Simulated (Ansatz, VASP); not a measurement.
**W in VASP and in Ansatz**

```
W
1.0
    -1.59139    1.59139    1.59139
     1.59139   -1.59139    1.59139
     1.59139    1.59139   -1.59139
W
1
Direct
  0.00000 0.00000 0.00000
```

Alike in both runs: functional PBE; k mesh 16 × 16 × 16; occupations gaussian, width 0.1 eV; no spin polarisation.

Ansatz relaxed the structure, and its values are those at the end. VASP's run is a single point on that final structure, the one shown.

```csv
,VASP,Ansatz
version,VASP 6.6.1,Ansatz 0.2.0
potentials or method,"VASP PAW PBE potentials, release 64 (W_sv)","scalar-relativistic, plane waves, PAW"
plane-wave cutoff (eV),520,420
valence electrons in the cell,14,14
```

```csv
,VASP,Ansatz,Ansatz less VASP
gap on the k mesh at the Fermi level (eV),none,none,-
pressure (GPa),0.5,0.0,-0.52
```

A gap of «none» marks a metal or a gap that the smearing closes.

Spin-orbit coupling is left out, which matters for the levels of W.
